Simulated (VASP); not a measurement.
Set up this calculation in VASP 6.6.1, as the native input.

| Item | Value |
| --- | --- |
| Task | band structure |
| Functional | HSE03 |
| Potentials or basis | VASP PAW PBE potentials, release 64 (Ba_sv, Ti_sv, O) |
| Cutoff | 520 eV |
| k mesh | 4 × 4 × 4 |
| Occupations | gaussian, width 0.02 eV |
| Spin | no spin polarisation |
| Ladder | gaps |
| Grid for exact exchange (PRECFOCK) | Fast |
| Further INCAR settings | ALGO = Normal; EDIFF = 1e-06; NBANDS = 28 |

Crystal: BaTiO3.

```
CELL_PARAMETERS angstrom
2.82737 1.63238 2.31839
-2.82737 1.63238 2.31839
0.00000 -3.26476 2.31839
ATOMIC_POSITIONS crystal
Ba 0.00000 0.00000 0.00000
Ti 0.48450 0.48450 0.48450
O 0.50860 0.01750 0.50860
O 0.01750 0.50860 0.50860
O 0.50860 0.50860 0.01750
```

These files were run (other wordings do the same):

POSCAR

```
BaTiO3
1.0
    2.8273666084      1.6323808724      2.3183934932
   -2.8273666084      1.6323808724      2.3183934932
    0.0000000000     -3.2647617449      2.3183934932
Ba Ti O
1 1 3
Direct
    0.0000000000      0.0000000000      0.0000000000
    0.4845000000      0.4845000000      0.4845000000
    0.5086000000      0.0175000000      0.5086000000
    0.0175000000      0.5086000000      0.5086000000
    0.5086000000      0.5086000000      0.0175000000
```

INCAR.step1

```
SYSTEM = BaTiO3
  PREC = Accurate
  ENCUT = 520
  EDIFF = 1E-5
  ISMEAR = 0
  SIGMA = 0.02
  LREAL = .FALSE.
  LASPH = .TRUE.
  NELM = 80
  ALGO = Normal
  ISIF = 2
  LWAVE = .TRUE.
  LCHARG = .FALSE.
  LMAXMIX = 4
  NBANDS = 28
  GGA = PE
  KPAR = 4
```

INCAR.step2

```
SYSTEM = BaTiO3
  PREC = Accurate
  ENCUT = 520
  EDIFF = 1E-6
  ISMEAR = 0
  SIGMA = 0.02
  LREAL = .FALSE.
  LASPH = .TRUE.
  NELM = 80
  ALGO = Normal
  ISIF = 2
  LWAVE = .FALSE.
  LCHARG = .FALSE.
  LMAXMIX = 4
  GGA = PE
  LHFCALC = .TRUE.
  HFSCREEN = 0.3
  PRECFOCK = Fast
  NBANDS = 28
  ISTART = 1
  KPAR = 4
```

KPOINTS

```
regular mesh
0
G
  4 4 4
  0 0 0
```

KPOINTS_OPT

```
path GLB1,BZGX,QFP1Z,LP
8
line-mode
reciprocal
 0.0000000000  0.0000000000  0.0000000000  G
 0.5000000000  0.0000000000  0.0000000000  L

 0.5000000000  0.0000000000  0.0000000000  L
 0.5000000000  0.4971712123 -0.4971712123  B1

 0.5028287877  0.5000000000  0.4971712123  B
 0.5000000000  0.5000000000  0.5000000000  Z

 0.5000000000  0.5000000000  0.5000000000  Z
 0.0000000000  0.0000000000  0.0000000000  G

 0.0000000000  0.0000000000  0.0000000000  G
 0.4985856061  0.0000000000 -0.4985856061  X

 0.5014143939  0.4985856061  0.0000000000  Q
 0.5000000000  0.5000000000  0.0000000000  F

 0.5000000000  0.5000000000  0.0000000000  F
 0.5014143939  0.5014143939  0.4971712123  P1

 0.5014143939  0.5014143939  0.4971712123  P1
 0.5000000000  0.5000000000  0.5000000000  Z

 0.5000000000  0.0000000000  0.0000000000  L
 0.5028287877  0.4985856061  0.4985856061  P
```

Potentials or basis: VASP PAW PBE potentials, release 64 (Ba_sv, Ti_sv, O).

Run with:

```sh
$ cat potpaw_PBE.64/Ba_sv/POTCAR potpaw_PBE.64/Ti_sv/POTCAR potpaw_PBE.64/O/POTCAR > POTCAR
$ cp INCAR.step1 INCAR
$ mpirun -np 4 vasp_std > vasp.out
$ cp INCAR.step2 INCAR
$ mpirun -np 4 vasp_std > vasp.out
```

Results of the run:

```yaml
Pressure: 1.7 GPa
Largest_force: 0.128 eV/Å
Band_gap_on_the_k_mesh: 3.58 eV, indirect (least direct gap 3.99 eV)
Band_gap_along_the_path: 3.58 eV, indirect (least direct gap 3.96 eV)
```

Caveat: the PAW data sets were made with another functional, which shifts forces and pressure a little; spin-orbit coupling is left out, which moves the levels of the heavy elements.

It took 12 min on 4 MPI ranks on Intel(R) Xeon(R) 6975P-C (Granite Rapids), on a shared host, peak memory 0.37 GiB a rank.
